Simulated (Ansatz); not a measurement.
Fe, DFT, PBE, PAW with Ansatz's default frozen-core files, scalar-relativistic (Ansatz 0.2.0), run on 1 thread of Arm Neoverse V2 on a shared host.

The cell is the one relaxed in the Materials Project (mp-1271068), not relaxed further here; entries there can be hypothetical. The listed cell was then made from it by scaling, straining or moving an atom.

Command: `ansatz run input.yaml --threads 1 --pin off --max-ram 3072MiB --backend cpu --events-out ev --progress --plain --runs-dir out`

```yaml
crystal:
  lattice:
    - [0.0, 1.9223222937, 1.9651051623]
    - [1.4834553128, 0.0, 1.9651051623]
    - [1.4834553128, 1.9223222937, 0.0]
  atoms:
    - { symbol: Fe, position: [0.0, 0.0, 0.0], spin: 3.0 }
magnetization:
  spin_polarized: true
kpoints:
  mp_grid: { grid: [16, 16, 16] }
scf:
  occupations: { method: fermi_dirac, width: 0.05 }
hamiltonian:
  xc: pbe
  pseudopotentials: { kind: paw }
output:
  forces: true
  stress: true
  eigenvalues: true
  efg: { contact_densities: true }
```

Task: How large is the problem that the program sets up?

Result: 621 irreducible k-points, 221 plane waves at Γ, 14 bands.

Task: Estimate the wall time and the peak memory.

Result: 17 s of wall time for 9 SCF iterations, with a peak of 0.48 GiB. Times on shared machines scatter by tens of per cent.

Task: And the same cell and mesh by all-electron PAW (datasets made for this crystal), asked for forces, stress, eigenvalues, efg, on the same hardware?

Result: 67 s, peak memory 0.98 GiB.
